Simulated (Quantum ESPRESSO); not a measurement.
# Ag (Fm-3m) in Quantum ESPRESSO: notebook

The runs below take Ag through single point, equation of state, with PBE.

Program: Quantum ESPRESSO 7.5. These are calculated values, not measurements. Logs are shortened: lines on timing, memory, paths and dates and some standing lists are left out, and cuts for length are marked.

## Step 1: The structure

The structure is cubic, space group Fm-3m (No. 225). Conventional cell: a = 4.085 Å, b = 4.085 Å, c = 4.085 Å, α = 90.00°, β = 90.00°, γ = 90.00°. Ag (site symmetry m-3m) has 12 Ag at 2.89 Å as nearest neighbours.

## Step 2: Single point, PBE, 16.03 Å³/atom

Input file pw.in:

```
&CONTROL
  calculation = 'scf'
  prefix = 'pwscf'
  outdir = './tmp'
  pseudo_dir = './pseudo'
  tprnfor = .true.
  tstress = .true.
  disk_io = 'nowf'
/
&SYSTEM
  ibrav = 0
  nat = 1
  ntyp = 1
  ecutwfc = 70
  nbnd = 16
  occupations = 'smearing'
  smearing = 'fd'
  degauss = 0.00367493
/
&ELECTRONS
  conv_thr = 2d-10
  electron_maxstep = 120
  mixing_beta = 0.5
/
ATOMIC_SPECIES
Ag   107.8682 Ag_ONCV_PBE-1.2.upf
CELL_PARAMETERS angstrom
   0.0000000000    2.0010495236    2.0010495236
   2.0010495236    0.0000000000    2.0010495236
   2.0010495236    2.0010495236    0.0000000000
ATOMIC_POSITIONS crystal
Ag     0.0000000000    0.0000000000    0.0000000000
K_POINTS automatic
11 11 11 0 0 0
```

Potentials or basis: SG15 PBE 1.2.

Run with:

```sh
$ OMP_NUM_THREADS=1 pw.x -in pw.in > pw.out
```

pw.out:

```text
This program is part of the open-source Quantum ESPRESSO suite
     for quantum simulation of materials; please cite
         "P. Giannozzi et al., J. Phys.:Condens. Matter 21 395502 (2009);
         "P. Giannozzi et al., J. Phys.:Condens. Matter 29 465901 (2017);
         "P. Giannozzi et al., J. Chem. Phys. 152 154105 (2020);
     in publications or presentations arising from this work. More details at

     Message from routine setup:
     using ibrav=0 with symmetry is DISCOURAGED, use correct ibrav instead

     G-vector sticks info
     --------------------
     sticks:   dense  smooth     PW     G-vecs:    dense   smooth      PW
     Sum         559     559    169                 8609     8609    1471

     Using Slab Decomposition

     bravais-lattice index     =            0
     lattice parameter (alat)  =       5.3478  a.u.
     unit-cell volume          =     108.1434 (a.u.)^3
     number of atoms/cell      =            1
     number of atomic types    =            1
     number of electrons       =        19.00
     number of Kohn-Sham states=           16
     kinetic-energy cutoff     =      70.0000  Ry
     charge density cutoff     =     280.0000  Ry
     scf convergence threshold =      2.0E-10
     mixing beta               =       0.5000
     number of iterations used =            8  plain     mixing
     Exchange-correlation= PBE
                           (   1   4   3   4   0   0   0)

     celldm(1)=   5.347757  celldm(2)=   0.000000  celldm(3)=   0.000000
     celldm(4)=   0.000000  celldm(5)=   0.000000  celldm(6)=   0.000000

     crystal axes: (cart. coord. in units of alat)
               a(1) = (   0.000000   0.707107   0.707107 )
               a(2) = (   0.707107   0.000000   0.707107 )
               a(3) = (   0.707107   0.707107   0.000000 )

     reciprocal axes: (cart. coord. in units 2 pi/alat)
               b(1) = ( -0.707107  0.707107  0.707107 )
               b(2) = (  0.707107 -0.707107  0.707107 )
               b(3) = (  0.707107  0.707107 -0.707107 )

     PseudoPot. # 1 for Ag read from file:
     Ag_ONCV_PBE-1.2.upf
     Pseudo is Norm-conserving, Zval = 19.0
     Generated using ONCVPSP code by D. R. Hamann
     Using radial grid of  602 points,  6 beta functions with:
                l(1) =   0
                l(2) =   0
                l(3) =   1
                l(4) =   1
                l(5) =   2
                l(6) =   2

     atomic species   valence    mass     pseudopotential
     Ag               19.00   107.86820     Ag( 1.00)

     48 Sym. Ops., with inversion, found

   Cartesian axes

     site n.     atom                  positions (alat units)
         1        Ag     tau(   1) = (   0.0000000   0.0000000   0.0000000  )

     number of k points=    56  Fermi-Dirac smearing, width (Ry)=  0.0037
                       cart. coord. in units 2pi/alat
        k(    1) = (   0.0000000   0.0000000   0.0000000), wk =   0.0015026
        k(    2) = (   0.0642824   0.0642824  -0.0642824), wk =   0.0120210
        k(    3) = (   0.1285649   0.1285649  -0.1285649), wk =   0.0120210
        k(    4) = (   0.1928473   0.1928473  -0.1928473), wk =   0.0120210
        k(    5) = (   0.2571297   0.2571297  -0.2571297), wk =   0.0120210
        k(    6) = (   0.3214122   0.3214122  -0.3214122), wk =   0.0120210
[... 48 lines left out ...]
        k(   55) = (  -0.0642824  -0.4499770   0.7071068), wk =   0.0360631
        k(   56) = (   0.0000000  -0.3856946   0.6428243), wk =   0.0360631

     Dense  grid:     8609 G-vectors     FFT dimensions: (  30,  30,  30)

     Initial potential from superposition of free atoms

     starting charge      18.9609, renormalised to      19.0000
     Starting wfcs are random

     Self-consistent Calculation

     iteration #  1     ecut=    70.00 Ry     beta= 0.50
     Davidson diagonalization with overlap
     ethr =  1.00E-02,  avg # of iterations =  7.7

     Threshold (ethr) on eigenvalues was too large:
     Diagonalizing with lowered threshold

     Davidson diagonalization with overlap
     ethr =  4.16E-05,  avg # of iterations =  4.0

     total energy              =    -287.63729553 Ry
     estimated scf accuracy    <       0.00880908 Ry

     iteration #  2     ecut=    70.00 Ry     beta= 0.50
     Davidson diagonalization with overlap
     ethr =  4.64E-05,  avg # of iterations =  1.6

     total energy              =    -287.63872556 Ry
     estimated scf accuracy    <       0.00059668 Ry

     iteration #  3     ecut=    70.00 Ry     beta= 0.50
     Davidson diagonalization with overlap
     ethr =  3.14E-06,  avg # of iterations =  2.4

     total energy              =    -287.63876464 Ry
     estimated scf accuracy    <       0.00009048 Ry
[... 19 lines left out ...]
     total energy              =    -287.63877728 Ry
     estimated scf accuracy    <          6.7E-10 Ry

     iteration #  7     ecut=    70.00 Ry     beta= 0.50
     Davidson diagonalization with overlap
     ethr =  3.55E-12,  avg # of iterations =  3.0

     total energy              =    -287.63877728 Ry
     estimated scf accuracy    <          1.7E-09 Ry

     iteration #  8     ecut=    70.00 Ry     beta= 0.50
     Davidson diagonalization with overlap
     ethr =  3.55E-12,  avg # of iterations =  2.0

     End of self-consistent calculation

          k = 0.0000 0.0000 0.0000 (  1067 PWs)   bands (ev):

   -72.8039 -36.1525 -36.1525 -36.1525  11.2325  14.4032  14.4032  14.4032
    15.5571  15.5571  35.9026  39.7817  39.7817  39.7817  44.5863  45.8298

          k = 0.0643 0.0643-0.0643 (  1055 PWs)   bands (ev):

   -72.8021 -36.1691 -36.1550 -36.1550  11.5011  14.3407  14.4788  14.4788
    15.5295  15.5295  35.9005  37.9045  39.8996  39.8996  44.3074  45.5341

          k = 0.1286 0.1286-0.1286 (  1058 PWs)   bands (ev):

   -72.7971 -36.2135 -36.1616 -36.1616  12.1964  14.2958  14.6144  14.6144
    15.5382  15.5382  33.7638  36.8253  40.0782  40.0782  43.1159  44.4783

          k = 0.1928 0.1928-0.1928 (  1077 PWs)   bands (ev):

   -72.7906 -36.2713 -36.1703 -36.1703  12.7478  14.6050  14.6050  14.9004
    15.7729  15.7729  30.2126  36.3628  39.8059  39.8059  43.3955  43.4642
[... 83 lines left out ...]
   -72.7778 -36.3398 -36.2237 -36.1959  13.1440  14.0585  14.8714  15.1216
    16.4044  21.0677  23.6935  32.5939  35.6339  36.4168  45.3213  45.3860

          k =-0.1286-0.3857 0.3857 (  1072 PWs)   bands (ev):

   -72.7790 -36.3296 -36.2278 -36.1885  13.2650  14.1181  14.8554  15.0743
    16.0624  19.9316  25.2972  31.9381  36.6098  37.0952  44.1948  45.1140

          k =-0.0643-0.3214 0.3214 (  1070 PWs)   bands (ev):

   -72.7829 -36.3010 -36.2210 -36.1784  13.4611  14.2018  14.6552  14.9397
    15.5713  18.1045  28.5645  31.8155  37.3944  39.1558  42.3858  45.0800

          k = 0.0000-0.2571 0.2571 (  1069 PWs)   bands (ev):

   -72.7884 -36.2662 -36.2023 -36.1686  13.3703  13.9516  14.6290  15.0835
    15.1181  16.7891  31.9182  32.3461  38.7425  40.5766  41.4187  45.1705

          k = 0.3857 0.0000-0.0000 (  1062 PWs)   bands (ev):

   -72.7862 -36.2664 -36.1978 -36.1978  13.1440  13.4019  15.5279  15.5279
    15.8039  16.0298  34.1108  34.1108  34.8025  36.8070  38.3717  48.3241

          k = 0.4500 0.0643-0.0643 (  1059 PWs)   bands (ev):

   -72.7816 -36.2963 -36.2110 -36.2073  13.1367  13.2935  15.4131  15.6497
    16.2767  17.2997  31.3312  33.0432  33.1844  37.1327  39.3041  48.6823

          k = 0.5143 0.1286-0.1286 (  1072 PWs)   bands (ev):

   -72.7776 -36.3189 -36.2302 -36.2115  13.0852  13.4795  15.1776  15.5466
    16.5034  19.4148  27.9565  31.3121  32.9837  36.9519  42.1807  47.8632
[... 23 lines left out ...]
   -72.7753 -36.3317 -36.2312 -36.2235  12.8200  12.9582  16.0845  16.1182
    16.5257  19.7535  28.9896  29.9087  31.4742  37.2257  38.9393  49.7778

          k =-0.0643-0.5785 0.5785 (  1070 PWs)   bands (ev):

   -72.7737 -36.3299 -36.2539 -36.2217  12.9013  13.2032  15.6258  15.9634
    16.5213  22.0845  26.8933  27.7831  31.9032  37.0825  41.9284  48.6326

          k =-0.0000-0.5143 0.5143 (  1069 PWs)   bands (ev):

   -72.7738 -36.3101 -36.2805 -36.2133  13.1320  13.6501  15.0234  15.7121
    16.2976  24.3641  24.3805  27.1197  33.1625  36.8862  45.4243  47.6125

          k = 0.6428-0.0000 0.0000 (  1078 PWs)   bands (ev):

   -72.7736 -36.3455 -36.2302 -36.2302  12.6209  12.7711  16.3885  16.6079
    16.6079  20.4706  27.3826  30.6974  30.6974  37.2703  37.5173  50.4269

          k =-0.0000-0.6428 0.6428 (  1076 PWs)   bands (ev):

   -72.7730 -36.3446 -36.2389 -36.2295  12.6730  12.8400  16.3057  16.3536
    16.6278  21.5303  26.7120  29.3077  30.8511  37.2979  38.9011  49.8141

          k = 0.2571 0.1286 0.0000 (  1062 PWs)   bands (ev):

   -72.7931 -36.2318 -36.1829 -36.1682  12.7803  13.9221  14.7069  14.9391
    15.3318  15.9755  34.1825  34.4346  38.7111  38.8263  42.9169  44.2720

          k = 0.3214 0.1928-0.0643 (  1071 PWs)   bands (ev):

   -72.7873 -36.2751 -36.1988 -36.1761  13.2738  14.0614  14.4929  15.0267
    15.6497  16.7711  30.7081  33.7892  37.2011  39.5363  42.7137  44.2324

          k = 0.3857 0.2571-0.1286 (  1068 PWs)   bands (ev):

   -72.7820 -36.3163 -36.2094 -36.1855  13.1900  14.2566  14.6812  14.9780
    16.1082  18.2313  27.1995  33.5572  35.7503  38.7699  43.2276  45.3212

          k =-0.2571-0.3857 0.5143 (  1078 PWs)   bands (ev):

   -72.7788 -36.3411 -36.2144 -36.1921  13.0883  14.1124  14.7684  15.2702
    16.3535  20.1776  24.2263  33.7368  34.6805  37.9516  43.5887  45.9198
[... 13 lines left out ...]
   -72.7770 -36.3242 -36.2387 -36.2052  13.3219  13.8798  14.6367  15.3244
    16.3892  20.6930  25.6459  31.9396  32.3107  38.4203  44.0355  46.7984

          k =-0.1286-0.3857 0.5143 (  1079 PWs)   bands (ev):

   -72.7762 -36.3259 -36.2484 -36.2032  13.4408  13.8725  14.7205  15.1835
    16.3146  22.1663  24.0044  30.8380  33.1104  38.5030  43.9464  47.9909

          k =-0.0643-0.3214 0.4500 (  1072 PWs)   bands (ev):

   -72.7782 -36.3136 -36.2463 -36.1949  13.6319  13.9620  14.4143  15.2756
    15.9975  20.0679  26.8288  30.2482  34.3287  39.2795  42.9095  47.2841

          k = 0.0000-0.2571 0.3857 (  1068 PWs)   bands (ev):

   -72.7823 -36.2954 -36.2275 -36.1844  13.8098  13.8770  14.2248  15.4268
    15.5410  18.1915  30.1436  30.3343  35.7653  40.7435  41.2084  46.1049

          k = 0.5143 0.1286 0.0000 (  1067 PWs)   bands (ev):

   -72.7779 -36.3156 -36.2270 -36.2151  13.1065  13.1556  15.3680  16.1612
    16.1890  18.8535  30.5725  30.7942  31.1833  38.3711  39.4593  47.9780

          k =-0.1286-0.5143 0.6428 (  1071 PWs)   bands (ev):

   -72.7750 -36.3228 -36.2473 -36.2200  13.1128  13.3493  15.1193  15.8999
    16.4666  21.0518  27.5587  29.4564  30.8458  38.5781  42.0299  46.9690

          k =-0.0643-0.4500 0.5785 (  1071 PWs)   bands (ev):

   -72.7740 -36.3125 -36.2724 -36.2168  13.2652  13.6920  14.7656  15.6196
    16.4254  23.6448  24.7395  28.1766  31.6145  38.6002  45.0593  46.1765

          k = 0.0000-0.3857 0.5143 (  1078 PWs)   bands (ev):

   -72.7752 -36.2998 -36.2817 -36.2070  13.5497  14.0342  14.2985  15.4582
    16.1683  22.2037  26.3559  27.6927  32.8805  38.9023  44.2327  48.8130

          k =-0.0643-0.5785 0.7071 (  1078 PWs)   bands (ev):

   -72.7735 -36.3372 -36.2395 -36.2301  12.8171  12.9502  15.9031  16.2447
    16.6073  21.3623  27.4578  29.6900  29.7667  38.3492  39.3088  48.8809

          k =-0.0000-0.5143 0.6428 (  1070 PWs)   bands (ev):

   -72.7730 -36.3269 -36.2581 -36.2276  12.9858  13.2288  15.4107  15.9548
    16.6018  23.0759  26.6877  27.3186  30.3732  38.5918  42.0370  47.4060

          k =-0.1928-0.4500 0.7071 (  1062 PWs)   bands (ev):

   -72.7767 -36.3114 -36.2507 -36.2092  13.6007  13.6099  14.4080  15.7576
    16.1522  20.4069  28.6211  28.8499  31.7753  40.9767  41.5261  46.0632

          k =-0.1286-0.3857 0.6428 (  1075 PWs)   bands (ev):

   -72.7745 -36.3094 -36.2694 -36.2172  13.5726  13.8108  14.3133  15.5323
    16.4108  22.7454  25.5820  29.1883  30.4217  40.7550  42.9721  47.1051

          k =-0.0643-0.4500 0.7071 (  1078 PWs)   bands (ev):

   -72.7734 -36.3151 -36.2645 -36.2295  13.2644  13.4808  14.8010  15.7690
    16.6055  23.1528  27.5857  27.6100  28.6415  40.7715  42.7071  45.6989

          k = 0.0000-0.3857 0.6428 (  1071 PWs)   bands (ev):

   -72.7732 -36.2970 -36.2859 -36.2284  13.4093  13.8694  14.3330  15.5726
    16.6028  25.0990  25.2497  27.2340  29.0936  41.4212  43.8914  45.5527

     the Fermi energy is    19.6762 ev

!    total energy              =    -287.63877728 Ry
     estimated scf accuracy    <          5.2E-11 Ry
     smearing contrib. (-TS)   =      -0.00013446 Ry
     internal energy E=F+TS    =    -287.63864282 Ry

     The total energy is F=E-TS. E is the sum of the following terms:
     one-electron contribution =    -104.05960824 Ry
     hartree contribution      =      62.45365167 Ry
     xc contribution           =     -27.18257206 Ry
     ewald contribution        =    -218.85011418 Ry

     convergence has been achieved in   8 iterations

     Forces acting on atoms (cartesian axes, Ry/au):

     atom    1 type  1   force =     0.00000000    0.00000000    0.00000000

     Total force =     0.000000     Total SCF correction =     0.000000

     Computing stress (Cartesian axis) and pressure

          total   stress  (Ry/bohr**3)                   (kbar)     P=      129.10
   0.00087759  -0.00000000  -0.00000000          129.10       -0.00       -0.00
  -0.00000000   0.00087759   0.00000000           -0.00      129.10        0.00
   0.00000000  -0.00000000   0.00087759            0.00       -0.00      129.10

=------------------------------------------------------------------------------=
   JOB DONE.
=------------------------------------------------------------------------------=
```

It took 12 s on 1 thread of Arm Neoverse V2, shared host; peak memory 0.05 GiB.

What came out:

| Quantity | Value |
| --- | --- |
| Free energy | -3913.5249 eV |
| Pressure | 12.9 GPa |
| Band gap on the k mesh | none (metal or under the smearing width) |

## Step 3: Single point, PBE, 16.37 Å³/atom

Edit pw.in of step 2 so:

```diff
@@ -27,5 +27,5 @@
 CELL_PARAMETERS angstrom
-   0.0000000000    2.0010495236    2.0010495236
-   2.0010495236    0.0000000000    2.0010495236
-   2.0010495236    2.0010495236    0.0000000000
+   0.0000000000    2.0151418859    2.0151418859
+   2.0151418859    0.0000000000    2.0151418859
+   2.0151418859    2.0151418859    0.0000000000
 ATOMIC_POSITIONS crystal
```

Potentials or basis: SG15 PBE 1.2.

Run with:

```sh
$ OMP_NUM_THREADS=1 pw.x -in pw.in > pw.out
```

Run time: 12 s. Hardware: 1 thread of Arm Neoverse V2, shared host; peak memory 0.05 GiB.

The run converged. Its results:

```
Free energy            : -3913.5489 eV
Pressure               : 9.7 GPa
Band gap on the k mesh : none (metal or under the smearing width)
```

## Step 4: Single point, PBE, 16.71 Å³/atom

Edit pw.in of step 3 so:

```diff
@@ -27,5 +27,5 @@
 CELL_PARAMETERS angstrom
-   0.0000000000    2.0151418859    2.0151418859
-   2.0151418859    0.0000000000    2.0151418859
-   2.0151418859    2.0151418859    0.0000000000
+   0.0000000000    2.0290398554    2.0290398554
+   2.0290398554    0.0000000000    2.0290398554
+   2.0290398554    2.0290398554    0.0000000000
 ATOMIC_POSITIONS crystal
```

Run with:

```sh
$ OMP_NUM_THREADS=1 pw.x -in pw.in > pw.out
```

Wall time 12 s (1 thread of Arm Neoverse V2, shared host); peak memory 0.05 GiB.

Results (log left out):

| Item | Value |
| --- | --- |
| Free energy | -3913.5664 eV |
| Pressure | 6.8 GPa |
| Band gap on the k mesh | none (metal or under the smearing width) |

## Step 5: Single point, PBE, 17.05 Å³/atom

Edit pw.in of step 4 so:

```diff
@@ -27,5 +27,5 @@
 CELL_PARAMETERS angstrom
-   0.0000000000    2.0290398554    2.0290398554
-   2.0290398554    0.0000000000    2.0290398554
-   2.0290398554    2.0290398554    0.0000000000
+   0.0000000000    2.0427500000    2.0427500000
+   2.0427500000    0.0000000000    2.0427500000
+   2.0427500000    2.0427500000    0.0000000000
 ATOMIC_POSITIONS crystal
```

Run with:

```sh
$ OMP_NUM_THREADS=1 pw.x -in pw.in > pw.out
```

Run time: 12 s. Hardware: 1 thread of Arm Neoverse V2, shared host; peak memory 0.05 GiB.

The run converged. Its results:

```yaml
Free_energy: -3913.5782 eV
Pressure: 4.4 GPa
Band_gap_on_the_k_mesh: none (metal or under the smearing width)
```

## Step 6: Single point, PBE, 17.39 Å³/atom

Edit pw.in of step 5 so:

```diff
@@ -27,5 +27,5 @@
 CELL_PARAMETERS angstrom
-   0.0000000000    2.0427500000    2.0427500000
-   2.0427500000    0.0000000000    2.0427500000
-   2.0427500000    2.0427500000    0.0000000000
+   0.0000000000    2.0562785400    2.0562785400
+   2.0562785400    0.0000000000    2.0562785400
+   2.0562785400    2.0562785400    0.0000000000
 ATOMIC_POSITIONS crystal
```

Potentials or basis: SG15 PBE 1.2.

Run with:

```sh
$ OMP_NUM_THREADS=1 pw.x -in pw.in > pw.out
```

Run time: 13 s. Hardware: 1 thread of Arm Neoverse V2, shared host; peak memory 0.05 GiB.

It converged, with:

```
Free energy            : -3913.5852 eV
Pressure               : 2.2 GPa
Band gap on the k mesh : none (metal or under the smearing width)
```

## Step 7: Single point, PBE, 17.73 Å³/atom

Edit pw.in of step 6 so:

```diff
@@ -27,5 +27,5 @@
 CELL_PARAMETERS angstrom
-   0.0000000000    2.0562785400    2.0562785400
-   2.0562785400    0.0000000000    2.0562785400
-   2.0562785400    2.0562785400    0.0000000000
+   0.0000000000    2.0696313722    2.0696313722
+   2.0696313722    0.0000000000    2.0696313722
+   2.0696313722    2.0696313722    0.0000000000
 ATOMIC_POSITIONS crystal
```

Run with:

```sh
$ OMP_NUM_THREADS=1 pw.x -in pw.in > pw.out
```

It took 13 s on 1 thread of Arm Neoverse V2, shared host; peak memory 0.05 GiB.

It converged, with:

| Quantity | Value |
| --- | --- |
| Free energy | -3913.5878 eV |
| Pressure | 0.3 GPa |
| Band gap on the k mesh | none (metal or under the smearing width) |

## Step 8: Single point, PBE, 18.07 Å³/atom

Edit pw.in of step 7 so:

```diff
@@ -27,5 +27,5 @@
 CELL_PARAMETERS angstrom
-   0.0000000000    2.0696313722    2.0696313722
-   2.0696313722    0.0000000000    2.0696313722
-   2.0696313722    2.0696313722    0.0000000000
+   0.0000000000    2.0828140930    2.0828140930
+   2.0828140930    0.0000000000    2.0828140930
+   2.0828140930    2.0828140930    0.0000000000
 ATOMIC_POSITIONS crystal
```

Run with:

```sh
$ OMP_NUM_THREADS=1 pw.x -in pw.in > pw.out
```

It took 13 s on 1 thread of Arm Neoverse V2, shared host; peak memory 0.05 GiB.

Results (log left out):

```yaml
Free_energy: -3913.5867 eV
Pressure: -1.3 GPa
Band_gap_on_the_k_mesh: none (metal or under the smearing width)
```

## Step 9: Equation of state, PBE

Potentials or basis: SG15 PBE 1.2.

No new run: the results of the series are fitted here.

Results:

```
Equilibrium volume                      : 17.79 Å³/atom
Bulk modulus                            : 89 GPa
Pressure derivative of the bulk modulus : 6.3
```

Energy against volume, from the lowest point:
| volume (Å³/atom) | energy (meV/atom) |
| --- | --- |
| 16.025 | 62.86 |
| 16.366 | 38.91 |
| 16.707 | 21.41 |
| 17.048 | 9.56 |
| 17.389 | 2.64 |
| 17.730 | 0.00 |
| 18.071 | 1.10 |
